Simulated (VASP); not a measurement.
# Li2O (Fm-3m) in VASP: band structure with r2SCAN

Aim: the band structure of Li2O with r2SCAN.

All numbers are computed with VASP 6.6.1; they aren't measurements. Logs are shortened: lines on timing, memory, paths and dates and some standing lists are left out, and cuts for length are marked.

## (1) Starting point

The structure is cubic, space group Fm-3m (No. 225). The conventional cell has a = 4.570 Å, b = 4.570 Å, c = 4.570 Å, α = 90.00°, β = 90.00°, γ = 90.00°. Around O (site symmetry m-3m) lie 8 Li at 1.98 Å. Li (site symmetry -43m) is surrounded by 4 O at 1.98 Å.

The cell was built by a generator and needn't be a form met in nature.

## (2) Band structure, r2SCAN

File INCAR:

```
SYSTEM = Li2O
PREC = Accurate
ENCUT = 520
EDIFF = 1E-7
ISMEAR = 0
SIGMA = 0.02
LREAL = .False.
LASPH = .True.
NELM = 80
ALGO = Normal
ISIF = 2
LWAVE = .False.
LCHARG = .False.
METAGGA = R2SCAN
LMIXTAU = .True.
```

File KPOINTS:

```
regular mesh
0
Gamma
  10 10 10
  0 0 0
```

File POSCAR:

```
Li2O                                    
1.0
    0.0000000000      2.2848078449      2.2848078449
    2.2848078449      0.0000000000      2.2848078449
    2.2848078449      2.2848078449     -0.0000000000
  O               Li            
     1     2
Direct
     0.0000000000000000    0.0000000000000000    0.0000000000000000
     0.2500000000000000    0.2500000000000000    0.2500000000000000
     0.7500000000000000    0.7500000000000000    0.7500000000000000
```

File KPOINTS_OPT:

```
path GXWKGLUWLK,UX
20
line-mode
reciprocal
 0.0000000000  0.0000000000  0.0000000000  G
 0.5000000000  0.0000000000  0.5000000000  X

 0.5000000000  0.0000000000  0.5000000000  X
 0.5000000000  0.2500000000  0.7500000000  W

 0.5000000000  0.2500000000  0.7500000000  W
 0.3750000000  0.3750000000  0.7500000000  K

 0.3750000000  0.3750000000  0.7500000000  K
 0.0000000000  0.0000000000  0.0000000000  G

 0.0000000000  0.0000000000  0.0000000000  G
 0.5000000000  0.5000000000  0.5000000000  L

 0.5000000000  0.5000000000  0.5000000000  L
 0.6250000000  0.2500000000  0.6250000000  U

 0.6250000000  0.2500000000  0.6250000000  U
 0.5000000000  0.2500000000  0.7500000000  W

 0.5000000000  0.2500000000  0.7500000000  W
 0.5000000000  0.5000000000  0.5000000000  L

 0.5000000000  0.5000000000  0.5000000000  L
 0.3750000000  0.3750000000  0.7500000000  K

 0.6250000000  0.2500000000  0.6250000000  U
 0.5000000000  0.0000000000  0.5000000000  X
```

Potentials or basis: VASP PAW PBE potentials, release 64 (O, Li_sv).

Started as:

```sh
> cat potpaw_PBE.64/O/POTCAR potpaw_PBE.64/Li_sv/POTCAR > POTCAR
> mpirun -np 1 vasp_std > vasp.out
```

OUTCAR:

```text
SYSTEM = Li2O
   PREC = Accurate
   ENCUT = 520
   EDIFF = 1E-7
   ISMEAR = 0
   LREAL = .False.
   LASPH = .True.
   NELM = 80
   ISIF = 2
   METAGGA = R2SCAN

 ion  position               nearest neighbor table
   1  0.000  0.000  0.000-   2 1.98   3 1.98   3 1.98   3 1.98   3 1.98   2 1.98   2 1.98   2 1.98

   2  0.250  0.250  0.250-   1 1.98   1 1.98   1 1.98   1 1.98   3 2.28   3 2.28   3 2.28   3 2.28
                             3 2.28   3 2.28
   3  0.750  0.750  0.750-   1 1.98   1 1.98   1 1.98   1 1.98   2 2.28   2 2.28   2 2.28   2 2.28
                             2 2.28   2 2.28

  LATTYP: Found a face centered cubic cell.
 ALAT       =     4.5696156898

  Lattice vectors:

 A1 = (   0.0000000000,   2.2848078449,   2.2848078449)
 A2 = (   2.2848078449,   0.0000000000,   2.2848078449)
 A3 = (   2.2848078449,   2.2848078449,   0.0000000000)

Analysis of symmetry for initial positions (statically):
=====================================================================
 Subroutine PRICEL returns:
 Original cell was already a primitive cell.

 Routine SETGRP: Setting up the symmetry group for a
 face centered cubic supercell.

 Subroutine GETGRP returns: Found 48 space group operations
 (whereof 48 operations were pure point group operations)
 out of a pool of 48 trial point group operations.

The static configuration has the point symmetry O_h .

Analysis of symmetry for dynamics (positions and initial velocities):
=====================================================================
 Subroutine PRICEL returns:
 Original cell was already a primitive cell.

 Routine SETGRP: Setting up the symmetry group for a
 face centered cubic supercell.

 Subroutine GETGRP returns: Found 48 space group operations
 (whereof 48 operations were pure point group operations)
 out of a pool of 48 trial point group operations.

The dynamic configuration has the point symmetry O_h .

 Subroutine INISYM returns: Found 48 space group operations
 (whereof 48 operations are pure point group operations),
 and found     1 'primitive' translations

----------------------------------------------------------------------------------------

                                     Primitive cell

  volume of cell :      23.8550

  direct lattice vectors                    reciprocal lattice vectors
     0.000000000  2.284807845  2.284807845    -0.218836784  0.218836784  0.218836784
     2.284807845  0.000000000  2.284807845     0.218836784 -0.218836784  0.218836784
     2.284807845  2.284807845  0.000000000     0.218836784  0.218836784 -0.218836784

  length of vectors
     3.231206242  3.231206242  3.231206242     0.379036428  0.379036428  0.379036428

  position of ions in fractional coordinates (direct lattice)
     0.000000000  0.000000000  0.000000000
     0.250000000  0.250000000  0.250000000
     0.750000000  0.750000000  0.750000000

  ion indices of the primitive-cell ions
   primitive index   ion index
                 1           1
                 2           2
                 3           3

----------------------------------------------------------------------------------------

 KPOINTS: regular mesh

Automatic generation of k-mesh.
 Grid dimensions read from file:
 generate k-points for:   10   10   10

 Generating k-lattice:

  Cartesian coordinates                     Fractional coordinates (reciprocal lattice)
    -0.021883678  0.021883678  0.021883678     0.100000000  0.000000000  0.000000000
     0.021883678 -0.021883678  0.021883678     0.000000000  0.100000000  0.000000000
     0.021883678  0.021883678 -0.021883678     0.000000000  0.000000000  0.100000000

  Length of vectors
     0.037903643  0.037903643  0.037903643

  Shift w.r.t. Gamma in fractional coordinates (k-lattice)
     0.000000000  0.000000000  0.000000000

 Subroutine IBZKPT returns following result:
 ===========================================

 Found     47 irreducible k-points:

 Following reciprocal coordinates:
            Coordinates               Weight
  0.000000  0.000000  0.000000      1.000000
  0.100000  0.000000  0.000000      8.000000
  0.200000  0.000000  0.000000      8.000000
  0.300000  0.000000  0.000000      8.000000
  0.400000  0.000000  0.000000      8.000000
  0.500000  0.000000  0.000000      4.000000
[... 16 lines left out ...]
  0.300000  0.300000  0.000000      6.000000
  0.400000  0.300000  0.000000     24.000000
 [... further k-points ...]
   k-points           NKPTS =     47   k-points in BZ     NKDIM =     47   number of bands    NBANDS=     10
   number of dos      NEDOS =    301   number of ions     NIONS =      3
   total plane-waves  NPLWV =  13824
   dimension x,y,z NGX =    24 NGY =   24 NGZ =   24
   dimension x,y,z NGXF=    48 NGYF=   48 NGZF=   48
   ions per type =               1   2
   NGX,Y,Z   is equivalent  to a cutoff of  12.35, 12.35, 12.35 a.u.
   NGXF,Y,Z  is equivalent  to a cutoff of  24.70, 24.70, 24.70 a.u.
 SYSTEM =  Li2O
   PREC   = accura    normal or accurate (medium, high low for compatibility)
   ISTART =      0    job   : 0-new  1-cont  2-samecut
   ICHARG =      2    charge: 1-file 2-atom 10-const
   ISPIN  =      1    spin polarized calculation?
   LNONCOLLINEAR =      F non collinear calculations
   LSORBIT =      F    spin-orbit coupling
   LASPH  =      T    aspherical Exc in radial PAW
   ENCUT  =  520.0 eV  38.22 Ry    6.18 a.u.   6.01  6.01  6.01*2*pi/ulx,y,z
   NELM   =     80;   NELMIN=  2; NELMDL= -5     # of ELM steps
   EDIFF  = 0.1E-06   stopping-criterion for ELM
   LREAL  =      F    real-space projection
   EDIFFG = 0.1E-05   stopping-criterion for IOM
   NSW    =      0    number of steps for IOM
   IBRION =     -1    ionic relax: 0-MD 1-quasi-New 2-CG
   NFREE  =      0    steps in history (QN), initial steepest desc. (CG)
   ISIF   =      2    stress and relaxation
   ISYM   =      2    0-nonsym 1-usesym 2-fastsym
   POTIM  = 0.5000    time-step for ionic-motion
   TEBEG  =    0.0;   TEEND  =   0.0 temperature during run
   PSTRESS=    0.0 pullay stress
   NELECT =      12.0000    total number of electrons
   NUPDOWN=      -1.0000    fix difference up-down
   EMIN   =  10.00;   EMAX   =-10.00  energy-range for DOS
   EFERMI =   0.00;   METHOD = LEGACY
   ISMEAR =     0;   SIGMA  =   0.02  broadening in eV -4-tet -1-fermi 0-gaus
   EFERMI_NEDOS =   21; number of points for ismear=-14 and -15
   IALGO  =     38    algorithm
   IMIX   =      4    mixing-type and parameters
     AMIX     =   0.40;   BMIX     =  1.00
     AMIX_MAG =   1.60;   BMIX_MAG =  1.00
  volume/ion in A,a.u.               =       7.95        53.66
  Fermi-wavevector in a.u.,A,eV,Ry     =   1.301994  2.460411 23.064429  1.695188
  Thomas-Fermi vector in A             =   2.433091
   LORBIT       =      0    0 simple, 1 ext, 2 COOP (PROOUT), +10 PAW based schemes
   METAGGA = R2SCAN    functional components
   LHFCALC =     F    Hartree Fock is set to
   AEXX    =    0.0000 exact exchange contribution
   IVDW    =     0    specifies the selected vdW correction
   LEPSILON=     F    determine dielectric tensor
   LRPA    =     F    only Hartree local field effects (RPA)
 non-spin polarized calculation
 Gauss-broadening in eV      SIGMA  =   0.02
  energy-cutoff  :      520.00
  volume of cell :       23.85
 maximum number of plane-waves:       656
   NGX = 13   NGY = 13   NGZ = 13

 number of electron      11.9999989 magnetization

 Free energy of the ion-electron system (eV)
  ---------------------------------------------------
  ext. energy  EPLUGINS =         0.00000000
  ---------------------------------------------------
  free energy    TOTEN  =       -16.82897234 eV

  energy without entropy =      -16.82897234  energy(sigma->0) =      -16.82897234

 E-fermi :   1.3253     XC(G=0): -10.4230

 val. band max:        1.1152323055   @ k =   0.0000   0.0000   0.0000
 cond. band min:       6.8444510371   @ k =   0.5000   0.5000   0.0000
 fundamental gap:      5.7292187316
 Fermi energy:         1.3253234530

 k-point     1 :       0.0000    0.0000    0.0000
  band No.  band energies     occupation
      1     -43.1420      2.00000
      2     -42.7881      2.00000
      3     -15.3069      2.00000
      4       1.1152      2.00000
      5       1.1152      2.00000
      6       1.1152      2.00000
      7       7.4810      0.00000
      8      14.4157      0.00000
      9      14.4157      0.00000
     10      14.4161      0.00000

 k-point     2 :       0.1000    0.0000    0.0000
  band No.  band energies     occupation
      1     -43.1316      2.00000
      2     -42.7954      2.00000
      3     -15.2892      2.00000
      4       0.7817      2.00000
      5       1.0667      2.00000
      6       1.0667      2.00000
      7       7.7465      0.00000
      8      14.4471      0.00000
      9      14.5694      0.00000
     10      14.5696      0.00000

 k-point     3 :       0.2000    0.0000    0.0000
  band No.  band energies     occupation
      1     -43.1026      2.00000
      2     -42.8170      2.00000
      3     -15.2417      2.00000
      4      -0.0004      2.00000
      5       0.9445      2.00000
      6       0.9445      2.00000
      7       8.4327      0.00000
      8      14.3890      0.00000
      9      14.8284      0.00000
     10      14.8286      0.00000
[... 248 lines left out ...]
 k-point    23 :       0.3000    0.3000    0.0000
  band No.  band energies     occupation
      1     -43.0499      2.00000
      2     -42.8527      2.00000
      3     -15.1485      2.00000
      4      -0.1257      2.00000
      5       0.1334      2.00000
      6       0.1334      2.00000
      7       7.9129      0.00000
      8      15.3947      0.00000
      9      15.3949      0.00000
     10      16.4056      0.00000

 k-point    24 :       0.4000    0.3000    0.0000
  band No.  band energies     occupation
      1     -43.0245      2.00000
      2     -42.8719      2.00000
      3     -15.1106      2.00000
      4      -0.5343      2.00000
      5      -0.0101      2.00000
      6       0.0624      2.00000
      7       7.8329      0.00000
      8      15.2038      0.00000
      9      15.6054      0.00000
     10      16.8167      0.00000

 [... further k-points ...]

------------------------ aborting loop because EDIFF is reached ----------------------------------------

  FORCE on cell =-STRESS in cart. coord.  units (eV):
  Direction    XX          YY          ZZ          XY          YZ          ZX
  --------------------------------------------------------------------------------------
  -------------------------------------------------------------------------------------
  Total        0.0632461      0.0632461      0.0632461     -0.0000000      0.0000000      0.0000000
  in kB        4.2478122      4.2478122      4.2478122     -0.0000000      0.0000000      0.0000000
  external PRESSURE =       4.2478122 kB  Pullay stress =       0.0000000 kB

 VOLUME and BASIS-vectors are now :
 -----------------------------------------------------------------------------
  energy-cutoff  :      520.00
  volume of cell :       23.85
      direct lattice vectors                 reciprocal lattice vectors
     0.000000000  2.284807845  2.284807845    -0.218836784  0.218836784  0.218836784
     2.284807845  0.000000000  2.284807845     0.218836784 -0.218836784  0.218836784
     2.284807845  2.284807845  0.000000000     0.218836784  0.218836784 -0.218836784

 POSITION                                       TOTAL-FORCE (eV/Angst)
 -----------------------------------------------------------------------------------
      0.00000      0.00000      0.00000        -0.000000      0.000000     -0.000000
      1.14240      1.14240      1.14240         0.000000      0.000000      0.000000
      3.42721      3.42721      3.42721        -0.000000     -0.000000     -0.000000
 -----------------------------------------------------------------------------------
    total drift:                               -0.000000      0.000000      0.000000

  FREE ENERGIE OF THE ION-ELECTRON SYSTEM (eV)
  ---------------------------------------------------
  free  energy   TOTEN  =       -16.8289723355 eV

  energy  without entropy=      -16.8289723355  energy(sigma->0) =      -16.82897234
```

It took 2 min on 1 thread of AMD EPYC 9R14 (Zen 4), shared host; peak memory 0.12 GiB.

Results:

```yaml
Free_energy: -16.8290 eV
Band_gap_on_the_k_mesh: 5.73 eV, indirect (least direct gap 6.37 eV)
Band_gap_along_the_path: 5.73 eV, indirect (least direct gap 6.37 eV)
```

Levels at the corners of the path, in eV from the valence-band top:
```csv
point,band 4,band 5,band 6,band 7,band 8,band 9
Γ,0.00,0.00,0.00,6.37,13.30,13.30
X,-1.58,-1.43,-1.43,5.73,15.07,15.07
X,-1.58,-1.43,-1.43,5.73,15.07,15.07
W,-1.86,-1.50,-1.50,8.00,11.67,15.77
W,-1.86,-1.50,-1.50,8.00,11.67,15.77
K,-2.05,-1.51,-1.13,7.38,13.01,14.72
K,-2.05,-1.51,-1.13,7.38,13.01,14.72
Γ,0.00,0.00,0.00,6.37,13.30,13.30
Γ,0.00,0.00,0.00,6.37,13.30,13.30
L,-2.80,-0.46,-0.46,10.30,11.22,13.24
L,-2.80,-0.46,-0.46,10.30,11.22,13.24
U,-2.05,-1.51,-1.13,7.38,13.01,14.72
U,-2.05,-1.51,-1.13,7.38,13.01,14.72
W,-1.86,-1.50,-1.50,8.00,11.67,15.77
W,-1.86,-1.50,-1.50,8.00,11.67,15.77
L,-2.80,-0.46,-0.46,10.30,11.22,13.24
L,-2.80,-0.46,-0.46,10.30,11.22,13.24
K,-2.05,-1.51,-1.13,7.38,13.01,14.72
U,-2.05,-1.51,-1.13,7.38,13.01,14.72
X,-1.58,-1.43,-1.43,5.73,15.07,15.07
```

Caveat: the cutoff is under 1.25 times the usual one of these potentials, so pressure, stress and relaxed cells hold a basis-set (Pulay) error; the PAW data sets were made with another functional, which shifts forces and pressure a little.
